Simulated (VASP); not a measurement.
# Mo: drag along a line

Mo, slab, 13 atoms in the cell. PBE, constrained relaxations along a path; PAW potentials Mo_sv (PBE set).

Path: drag along a line, Mo hops from a hollow site to the next hollow site of Mo(100).

## Input

INCAR:
```
SYSTEM = Mo
PREC = Normal ; ENCUT = 250
EDIFF = 1E-6 ; ISMEAR = 1
SIGMA = 0.1 ; LREAL = .FALSE.
LASPH = .TRUE. ; NELM = 100
ALGO = Normal ; LWAVE = .FALSE.
LCHARG = .FALSE. ; IBRION = 2
NSW = 60 ; ISIF = 2
EDIFFG = -0.03 ; POTIM = 0.5
KPAR = 2
```

KPOINTS:
```
k-points
0
Gamma
  3 3 1
```

POSCAR.step1:
```
Mo
1.0
    6.3352358876      0.0000000000      0.0000000000
    0.0000000000      6.3352358876      0.0000000000
    0.0000000000      0.0000000000     18.3376179438
Mo
13
Selective dynamics
Direct
    0.0000000000      0.0000000000      0.3271962595  F F F
    0.5000000000      0.0000000000      0.3271962595  F F F
    0.0000000000      0.5000000000      0.3271962595  F F F
    0.5000000000      0.5000000000      0.3271962595  F F F
    0.2500000000      0.2500000000      0.4135656548  T T T
    0.7500000000      0.2500000000      0.4135656548  T T T
    0.2500000000      0.7500000000      0.4135656548  T T T
    0.7500000000      0.7500000000      0.4135656548  T T T
    0.0000000000      0.0000000000      0.4999350500  T T T
    0.5000000000      0.0000000000      0.4999350500  T T T
    0.0000000000      0.5000000000      0.4999350500  T T T
    0.5000000000      0.5000000000      0.4999350500  T T T
    0.2500000000      0.2500000000      0.6102723481  F T T
```

POSCAR.step2:
```
Mo
1.0
    6.3352358876      0.0000000000      0.0000000000
    0.0000000000      6.3352358876      0.0000000000
    0.0000000000      0.0000000000     18.3376179438
Mo
13
Selective dynamics
Direct
    0.0000000000      0.0000000000      0.3271962595  F F F
    0.5000000000      0.0000000000      0.3271962595  F F F
    0.0000000000      0.5000000000      0.3271962595  F F F
    0.5000000000      0.5000000000      0.3271962595  F F F
    0.2500000000      0.2500000000      0.4135656548  T T T
    0.7500000000      0.2500000000      0.4135656548  T T T
    0.2500000000      0.7500000000      0.4135656548  T T T
    0.7500000000      0.7500000000      0.4135656548  T T T
    0.0000000000      0.0000000000      0.4999350500  T T T
    0.5000000000      0.0000000000      0.4999350500  T T T
    0.0000000000      0.5000000000      0.4999350500  T T T
    0.5000000000      0.5000000000      0.4999350500  T T T
    0.1500000000      0.2500000000      0.6102723481  F T T
```

POSCAR.step3:
```
Mo
1.0
    6.3352358876      0.0000000000      0.0000000000
    0.0000000000      6.3352358876      0.0000000000
    0.0000000000      0.0000000000     18.3376179438
Mo
13
Selective dynamics
Direct
    0.0000000000      0.0000000000      0.3271962595  F F F
    0.5000000000      0.0000000000      0.3271962595  F F F
    0.0000000000      0.5000000000      0.3271962595  F F F
    0.5000000000      0.5000000000      0.3271962595  F F F
    0.2500000000      0.2500000000      0.4135656548  T T T
    0.7500000000      0.2500000000      0.4135656548  T T T
    0.2500000000      0.7500000000      0.4135656548  T T T
    0.7500000000      0.7500000000      0.4135656548  T T T
    0.0000000000      0.0000000000      0.4999350500  T T T
    0.5000000000      0.0000000000      0.4999350500  T T T
    0.0000000000      0.5000000000      0.4999350500  T T T
    0.5000000000      0.5000000000      0.4999350500  T T T
    0.0750000000      0.2500000000      0.6102723481  F T T
```

POSCAR.step4:
```
Mo
1.0
    6.3352358876      0.0000000000      0.0000000000
    0.0000000000      6.3352358876      0.0000000000
    0.0000000000      0.0000000000     18.3376179438
Mo
13
Selective dynamics
Direct
    0.0000000000      0.0000000000      0.3271962595  F F F
    0.5000000000      0.0000000000      0.3271962595  F F F
    0.0000000000      0.5000000000      0.3271962595  F F F
    0.5000000000      0.5000000000      0.3271962595  F F F
    0.2500000000      0.2500000000      0.4135656548  T T T
    0.7500000000      0.2500000000      0.4135656548  T T T
    0.2500000000      0.7500000000      0.4135656548  T T T
    0.7500000000      0.7500000000      0.4135656548  T T T
    0.0000000000      0.0000000000      0.4999350500  T T T
    0.5000000000      0.0000000000      0.4999350500  T T T
    0.0000000000      0.5000000000      0.4999350500  T T T
    0.5000000000      0.5000000000      0.4999350500  T T T
    0.0000000000      0.2500000000      0.6102723481  F T T
```

POSCAR.step5:
```
Mo
1.0
    6.3352358876      0.0000000000      0.0000000000
    0.0000000000      6.3352358876      0.0000000000
    0.0000000000      0.0000000000     18.3376179438
Mo
13
Selective dynamics
Direct
    0.0000000000      0.0000000000      0.3271962595  F F F
    0.5000000000      0.0000000000      0.3271962595  F F F
    0.0000000000      0.5000000000      0.3271962595  F F F
    0.5000000000      0.5000000000      0.3271962595  F F F
    0.2500000000      0.2500000000      0.4135656548  T T T
    0.7500000000      0.2500000000      0.4135656548  T T T
    0.2500000000      0.7500000000      0.4135656548  T T T
    0.7500000000      0.7500000000      0.4135656548  T T T
    0.0000000000      0.0000000000      0.4999350500  T T T
    0.5000000000      0.0000000000      0.4999350500  T T T
    0.0000000000      0.5000000000      0.4999350500  T T T
    0.5000000000      0.5000000000      0.4999350500  T T T
   -0.0750000000      0.2500000000      0.6102723481  F T T
```

POSCAR.step6:
```
Mo
1.0
    6.3352358876      0.0000000000      0.0000000000
    0.0000000000      6.3352358876      0.0000000000
    0.0000000000      0.0000000000     18.3376179438
Mo
13
Selective dynamics
Direct
    0.0000000000      0.0000000000      0.3271962595  F F F
    0.5000000000      0.0000000000      0.3271962595  F F F
    0.0000000000      0.5000000000      0.3271962595  F F F
    0.5000000000      0.5000000000      0.3271962595  F F F
    0.2500000000      0.2500000000      0.4135656548  T T T
    0.7500000000      0.2500000000      0.4135656548  T T T
    0.2500000000      0.7500000000      0.4135656548  T T T
    0.7500000000      0.7500000000      0.4135656548  T T T
    0.0000000000      0.0000000000      0.4999350500  T T T
    0.5000000000      0.0000000000      0.4999350500  T T T
    0.0000000000      0.5000000000      0.4999350500  T T T
    0.5000000000      0.5000000000      0.4999350500  T T T
   -0.1500000000      0.2500000000      0.6102723481  F T T
```

POSCAR.step7:
```
Mo
1.0
    6.3352358876      0.0000000000      0.0000000000
    0.0000000000      6.3352358876      0.0000000000
    0.0000000000      0.0000000000     18.3376179438
Mo
13
Selective dynamics
Direct
    0.0000000000      0.0000000000      0.3271962595  F F F
    0.5000000000      0.0000000000      0.3271962595  F F F
    0.0000000000      0.5000000000      0.3271962595  F F F
    0.5000000000      0.5000000000      0.3271962595  F F F
    0.2500000000      0.2500000000      0.4135656548  T T T
    0.7500000000      0.2500000000      0.4135656548  T T T
    0.2500000000      0.7500000000      0.4135656548  T T T
    0.7500000000      0.7500000000      0.4135656548  T T T
    0.0000000000      0.0000000000      0.4999350500  T T T
    0.5000000000      0.0000000000      0.4999350500  T T T
    0.0000000000      0.5000000000      0.4999350500  T T T
    0.5000000000      0.5000000000      0.4999350500  T T T
   -0.2500000000      0.2500000000      0.6102723481  F T T
```

Commands (each step's output is kept before the next begins):
```
cat potpaw_PBE.64/Mo_sv/POTCAR > POTCAR
cp POSCAR.step1 POSCAR
mpirun -np 8 vasp_std > vasp.out
cp POSCAR.step2 POSCAR
mpirun -np 8 vasp_std > vasp.out
cp POSCAR.step3 POSCAR
mpirun -np 8 vasp_std > vasp.out
cp POSCAR.step4 POSCAR
mpirun -np 8 vasp_std > vasp.out
cp POSCAR.step5 POSCAR
mpirun -np 8 vasp_std > vasp.out
cp POSCAR.step6 POSCAR
mpirun -np 8 vasp_std > vasp.out
cp POSCAR.step7 POSCAR
mpirun -np 8 vasp_std > vasp.out
```

## Result

- Barrier (eV): 0.931
- Ionic steps, all stages: 210
- Electronic steps, all stages: 3049

Energy along the pull:

| Share of the way | Energy above the start (eV) |
|---|---|
| 0 | 0.000 |
| 0.2 | 0.434 |
| 0.35 | 0.769 |
| 0.5 | 0.931 |
| 0.65 | 0.769 |
| 0.8 | 0.434 |
| 1 | 0.000 |

The slab is body-centred cubic Mo(100), in-plane cell 6.34 × 6.34 Å, with 3 × 3 k points.

Limits: the adatom repeats in each 2 x 2 surface cell, and the slab has three layers.

VASP 6.6.1 took 3762 s on 8 cores (Intel Xeon Platinum 8259CL @ 2.50GHz (Skylake/Cascade Lake)), a shared host.
